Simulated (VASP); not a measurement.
KF (Carobbiite), 2 atoms in the cell. It takes space group Fm-3m (No. 225, cubic). The conventional cell has a = 5.344 Å, b = 5.344 Å, c = 5.344 Å, α = 90.00°, β = 90.00°, γ = 90.00°. Around K (site symmetry m-3m) lie 6 F at 2.67 Å. F (site symmetry m-3m) has 6 K at 2.67 Å as nearest neighbours. 

```yaml
Program: VASP 6.6.1
Task: relaxation of cell and atoms
Functional: B3LYP
Dispersion: D4
Potentials_or_basis: VASP PAW PBE potentials, release 64 (K_sv, F)
Cutoff: 600 eV
k_mesh: 5 × 5 × 5
Occupations: fermi-dirac, width 0.2 eV
Spin: no spin polarisation
Grid_for_exact_exchange_PRECFOCK: Fast
Exchange_at_q_=_0: truncated
Monkhorst-Pack_mesh: yes
Further_INCAR_settings: ALGO = Normal; EDIFF = 1e-06; IBRION = 2; EDIFFG = -0.02; NSW = 40; ISIF = 3
```

Potentials or basis: VASP PAW PBE potentials, release 64 (K_sv, F).

Run with:

```console
$ cat potpaw_PBE.64/K_sv/POTCAR potpaw_PBE.64/F/POTCAR > POTCAR
$ cp INCAR.step1 INCAR
$ mpirun -np 1 vasp_std > vasp.out
$ cp INCAR.step2 INCAR
$ mpirun -np 1 vasp_std > vasp.out
```

Hardware: 1 thread of AMD EPYC 7R43 64-Core Processor (Zen 3) (shared host).

Estimate the wall time of this run.

Wall time 8.5 min on 1 thread of AMD EPYC 7R43 64-Core Processor (Zen 3), with other jobs on the host, peak memory 0.15 GiB. Counts: scf iterations 9, k points 10, ion steps 1.
